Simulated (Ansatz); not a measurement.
# C: single point with PBE

The system is C.

```xyz
12
Lattice="2.5221 0.0000 0.0000 -1.2611 2.1842 0.0000 0.0000 0.0000 12.3557" Properties=species:S:1:pos:R:3 pbc="T T T"
C     1.2133    0.7458    4.4073
C     0.0156    1.4786   10.5229
C     1.2496    0.7518    1.8086
C    -0.0028    1.4436    7.9995
C     1.2735    0.7518    5.9261
C    -0.0074    1.4489   12.0887
C     1.2026    0.6946    0.2632
C    -0.0460    1.4772    6.4506
C    -0.0192    0.0320   10.0408
C    -0.0319   -0.0282    3.9249
C    -0.0003   -0.0089    8.4407
C    -0.0362    0.0362    2.2670
```

This is a hexagonal form of diamond, not graphite.

The cell isn't the ideal one: atoms moved at random, drawn with an rms of 0.05 Å.

- Program: Ansatz 0.2.0
- Task: single point
- Functional: PBE
- Potentials or basis: Ansatz PAW
- Cutoff: 420 eV (not typed: the program's choice for these potentials)
- k mesh: 12 × 12 × 3
- Occupations: fermi-dirac, width 0.05 eV
- Spin: no spin polarisation

- Pressure: 3.6 GPa
- Largest force: 2.930 eV/Å
- Band gap on the k mesh: 3.88 eV, indirect (least direct gap 4.58 eV)

Forces in eV/Å, atoms in the order of the input:
```
C    0.830 -1.540  0.192
C   -1.272  0.065  1.479
C   -1.119  0.088 -1.333
C   -0.207  0.361 -2.318
C   -2.151 -0.291  0.823
C   -1.245 -0.497  0.145
C    1.710  1.076 -0.764
C    2.040  0.031 -0.320
C    1.201 -0.509 -0.977
C   -0.448  1.952 -2.066
C   -0.237  0.121  2.485
C    0.898 -0.857  2.654
```

Stress tensor (GPa, compression positive):
```
 1.04  0.00  0.34
 0.00  1.62 -0.27
 0.34 -0.27  8.15
```

Levels at points of the mesh, in eV from the valence-band top:
```csv
k point,band 22,band 23,band 24,band 25,band 26,band 27
"(0.00, 0.00, 0.00)",-0.64,-0.47,0.00,4.58,4.83,5.03
"(0.00, -0.50, 0.00)",-4.23,-3.92,-3.39,3.95,4.44,4.59
"(-0.50, 0.00, 0.00)",-4.44,-3.80,-3.48,3.97,4.40,4.61
"(-0.50, -0.50, 0.00)",-4.45,-3.85,-3.57,3.90,4.45,4.55
```

It took 13 s on 4 threads of Arm Neoverse V1, with other jobs on the host, peak memory 0.64 GiB.

Caveat: odd divisions of the mesh miss points on the zone boundary, where band edges often lie, so the gap on the mesh can be too wide; the pressure holds a Pulay correction of +1.0 GPa for the finite cutoff. A k mesh can miss the band edges.
